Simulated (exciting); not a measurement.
# TePb (Fm-3m) in exciting: reference runs

Aim: a first look at TePb with PBE, on the cell as given and on a disturbed one.

All numbers are computed with exciting (release sodium); they aren't measurements. Logs are shortened: lines on timing, memory, paths and dates and some standing lists are left out, and cuts for length are marked.

**1. The crystal as given**

Symmetry: Fm-3m, No. 225, cubic system. The conventional cell has a = 6.462 Å, b = 6.462 Å, c = 6.462 Å, α = 90.00°, β = 90.00°, γ = 90.00°. Around Pb (site symmetry m-3m) lie 6 Te at 3.23 Å. Te (site symmetry m-3m) has 6 Pb at 3.23 Å as nearest neighbours.

**2. Single point, PBE**

Input file input.xml:

```xml
<input>
  <title>TePb</title>
  <structure speciespath="./" tshift="false">
    <crystal scale="1">
      <basevect>0.000000000000 6.105705108666 6.105705108666</basevect>
      <basevect>6.105705108666 0.000000000000 6.105705108666</basevect>
      <basevect>6.105705108666 6.105705108666 0.000000000000</basevect>
    </crystal>
    <species speciesfile="Pb.xml" rmt="2.29">
      <atom coord="0.000000000000 0.000000000000 0.000000000000"/>
    </species>
    <species speciesfile="Te.xml" rmt="2.29">
      <atom coord="0.500000000000 0.500000000000 0.500000000000"/>
    </species>
  </structure>
  <groundstate do="fromscratch" ngridk="7 7 7" rgkmax="7.5" gmaxvr="14" lmaxapw="10" lmaxmat="10" lmaxvr="8" xctype="GGA_PBE" stype="Fermi Dirac" swidth="0.00183747" nempty="10" ValenceRelativity="iora*" epsengy="1e-06" epspot="1e-06" maxscl="80" tforce="true" outputlevel="normal"/>
</input>
```

Potentials or basis: all-electron LAPW+lo, shipped species files, valence relativity iora*.

Command:

```console
> OMP_NUM_THREADS=1 exciting_smp
```

INFO.OUT:

```text
================================================================================
EXCITING SODIUM started
[... 10 lines left out ...]

 Lattice vectors (cartesian) :
      0.0000000000      6.1057051087      6.1057051087
      6.1057051087      0.0000000000      6.1057051087
      6.1057051087      6.1057051087      0.0000000000

 Reciprocal lattice vectors (cartesian) :
     -0.5145339642      0.5145339642      0.5145339642
      0.5145339642     -0.5145339642      0.5145339642
      0.5145339642      0.5145339642     -0.5145339642

 Unit cell volume                           :     455.2369141986
 Brillouin zone volume                      :       0.5448815896

 Species :    1 (Pb)
     parameters loaded from                 :    Pb.xml
     name                                   :    lead
     nuclear charge                         :     -82.00000000
     electronic charge                      :      82.00000000
     atomic mass                            :  377702.49410000
     muffin-tin radius                      :       2.29000000
     # of radial points in muffin-tin       :     450

     atomic positions (lattice) :
       1 :   0.00000000  0.00000000  0.00000000

 Species :    2 (Te)
     parameters loaded from                 :    Te.xml
     name                                   :    tellurium
     nuclear charge                         :     -52.00000000
     electronic charge                      :      52.00000000
     atomic mass                            :  232600.57070000
     muffin-tin radius                      :       2.29000000
     # of radial points in muffin-tin       :     400

     atomic positions (lattice) :
       1 :   0.50000000  0.50000000  0.50000000

 Total number of atoms per unit cell        :       2

 Spin treatment                             :    spin-unpolarised

 Number of Bravais lattice symmetries       :      48
 Number of crystal symmetries               :      48

 k-point grid                               :       7    7    7
 Total number of k-points                   :      20
 k-point set is reduced with crystal symmetries

 R^MT_min * |G+k|_max (rgkmax)              :       7.50000000
 Species with R^MT_min                      :       1 (Pb)
 Maximum |G+k| for APW functions            :       3.27510917
 Maximum |G| for potential and density      :      14.00000000

 G-vector grid sizes                        :      40    40    40
 Total number of G-vectors                  :   21187

 Maximum angular momentum used for
     APW functions                          :      10
     computing H and O matrix elements      :      10
     potential and density                  :       8
     inner part of muffin-tin               :       2

 Total nuclear charge                       :    -134.00000000
 Total electronic charge                    :     134.00000000
 Total core charge                          :     104.00000000
 Total valence charge                       :      30.00000000

 Number of empty states                     :      10
 Total number of valence states             :      26

 Maximum Hamiltonian size                   :     311
 Maximum number of plane-waves              :     283
 Total number of local-orbitals             :      28

 Exchange-correlation type                  :      20
[... 23 lines left out ...]
+ SCF iteration number :    1                                                  +
++++++++++++++++++++++++++++++++++++++++++++++++++++++++++++++++++++++++++++++++
 Total energy                               :    -27721.78902931
 _______________________________________________________________
 Fermi energy                               :         0.22501026
 Kinetic energy                             :     31562.54741098
 Coulomb energy                             :    -58717.80772254
 Exchange energy                            :      -558.66718682
 Correlation energy                         :        -7.86153092
[... 415 lines left out ...]
 RMS change in effective potential (target) :  0.125974E-08  ( 0.100000E-05)
 Absolute change in total energy   (target) :  0.679891E-06  ( 0.100000E-05)
 Charge distance                   (target) :  0.151584E-09  ( 0.100000E-04)
 Abs. change in max-nonIBS-force   (target) :   0.00000      ( 0.500000E-04)

++++++++++++++++++++++++++++++++++++++++++++++++++++++++++++++++++++++++++++++++
| Convergency criteria checked for the last 2 iterations                       +
| Convergence targets achieved. Performing final SCF iteration                 +
++++++++++++++++++++++++++++++++++++++++++++++++++++++++++++++++++++++++++++++++
 Total energy                               :    -27725.57864423
 _______________________________________________________________
 Fermi energy                               :         0.21049906
 Kinetic energy                             :     31557.60446328
 Coulomb energy                             :    -58716.67041377
 Exchange energy                            :      -558.64982255
 Correlation energy                         :        -7.86287118

 DOS at Fermi energy (states/Ha/cell)       :         0.00245711

 Electron charges :
     core                                   :       104.00000000
     core leakage                           :         0.01510491
     valence                                :        30.00000000
     interstitial                           :         6.01299884
     charge in muffin-tin spheres :
                  atom     1    Pb          :        78.99705485
                  atom     2    Te          :        48.98994630
     total charge in muffin-tins            :       127.98700116
     total charge                           :       134.00000000

++++++++++++++++++++++++++++++++++++++++++++++++++++++++++++++++++++++++++++++++
+ Self-consistent loop stopped                                                 +
++++++++++++++++++++++++++++++++++++++++++++++++++++++++++++++++++++++++++++++++
 STATE.OUT is written

--------------------------------------------------------------------------------
- Writing atomic positions and forces                                          -
--------------------------------------------------------------------------------

 Atomic positions (lattice) :
 atom     1  Pb  :     0.00000000    0.00000000    0.00000000
 atom     2  Te  :     0.50000000    0.50000000    0.50000000

 Total atomic forces including IBS (cartesian) :
 atom     1  Pb  :     0.00000000    0.00000000    0.00000000
 atom     2  Te  :     0.00000000    0.00000000    0.00000000

 Atomic force components including IBS (cartesian) :
 atom     1  Pb  :    -0.00000000    0.00000000    0.00000000   HF force
                 :    -0.00000000   -0.00000000    0.00000000   core correction
                 :     0.00000000   -0.00000000   -0.00000000   IBS correction
 atom     2  Te  :     0.00000000   -0.00000000   -0.00000000   HF force
                 :     0.00000000    0.00000000   -0.00000000   core correction
                 :    -0.00000000    0.00000000    0.00000000   IBS correction

********************************************************************************
[... 7 lines left out ...]
| EXCITING SODIUM stopped                                                      =
================================================================================
```

Run time: 35 s. Hardware: 1 thread of AMD EPYC 9R45 (Zen 5), shared host; peak memory 0.16 GiB.

Results:

* Free energy: -754451.4294 eV
* All electrons inside the program's atomic spheres: Pb 79.00; Te 48.99 (radii Pb 2.29, Te 2.29 bohr)

Caveat: this odd mesh misses L, where the gap lies, so gap, dielectric constants and Born charges aren't listed; rgkmax is low for these elements, so energy differences scatter by about 1 meV per atom.

**3. Single point, PBE (atoms moved at random, drawn with an rms of 0.05 Å)**

Input file input.xml:

```xml
<input>
  <title>TePb</title>
  <structure speciespath="./" tshift="false">
    <crystal scale="1">
      <basevect>0.000000000000 6.105705108666 6.105705108666</basevect>
      <basevect>6.105705108666 0.000000000000 6.105705108666</basevect>
      <basevect>6.105705108666 6.105705108666 0.000000000000</basevect>
    </crystal>
    <species speciesfile="Pb.xml" rmt="2.29">
      <atom coord="-0.007910000000 0.007972000000 -0.004686000000"/>
    </species>
    <species speciesfile="Te.xml" rmt="2.29">
      <atom coord="0.506326000000 0.508106000000 0.490492000000"/>
    </species>
  </structure>
  <groundstate do="fromscratch" ngridk="7 7 7" rgkmax="7.5" gmaxvr="14" lmaxapw="10" lmaxmat="10" lmaxvr="8" xctype="GGA_PBE" stype="Fermi Dirac" swidth="0.00183747" nempty="10" ValenceRelativity="iora*" epsengy="1e-06" epspot="1e-06" maxscl="80" tforce="true" outputlevel="normal"/>
  <properties>
    <chargedensityplot>
      <plot3d>
        <box grid="23 23 23">
          <origin coord="0 0 0"/>
          <point coord="1 0 0"/>
          <point coord="0 1 0"/>
          <point coord="0 0 1"/>
        </box>
      </plot3d>
    </chargedensityplot>
    <elfplot>
      <plot3d>
        <box grid="23 23 23">
          <origin coord="0 0 0"/>
          <point coord="1 0 0"/>
          <point coord="0 1 0"/>
          <point coord="0 0 1"/>
        </box>
      </plot3d>
    </elfplot>
    <exccplot>
      <plot3d>
        <box grid="23 23 23">
          <origin coord="0 0 0"/>
          <point coord="1 0 0"/>
          <point coord="0 1 0"/>
          <point coord="0 0 1"/>
        </box>
      </plot3d>
    </exccplot>
  </properties>
</input>
```

Potentials or basis: all-electron LAPW+lo, shipped species files, valence relativity iora*.

Command:

```console
> OMP_NUM_THREADS=1 exciting_smp
```

It took 6.6 min on 1 thread of AMD EPYC 9R45 (Zen 5), shared host; peak memory 0.17 GiB.

The run converged. Its results:

- Free energy: -754451.4283 eV
- Largest force: 0.034 eV/Å
- Band gap on the k mesh: 1.01 eV, direct
- All electrons inside the program's atomic spheres: Pb 79.00; Te 48.99 (radii Pb 2.29, Te 2.29 bohr)

Forces on the atoms (eV/Å):
```
Pb  -0.009  0.018  0.027
Te   0.009 -0.018 -0.027
```

Levels at points of the mesh, in eV from the valence-band top:
```csv
k point,band 11,band 12,band 13,band 14,band 15,band 16,band 17,band 18,band 19,band 20
"(0.00, 0.00, 0.00)",-11.93,-5.53,-1.26,-1.25,-1.25,4.13,4.14,4.16,5.96,5.97
```

Caveat: rgkmax is low for these elements, so energy differences scatter by about 1 meV per atom; spin-orbit coupling is left out, which as a rule narrows the gap of such compounds by several tenths of an eV; an odd mesh through Γ misses points on the zone boundary, where band edges often lie.
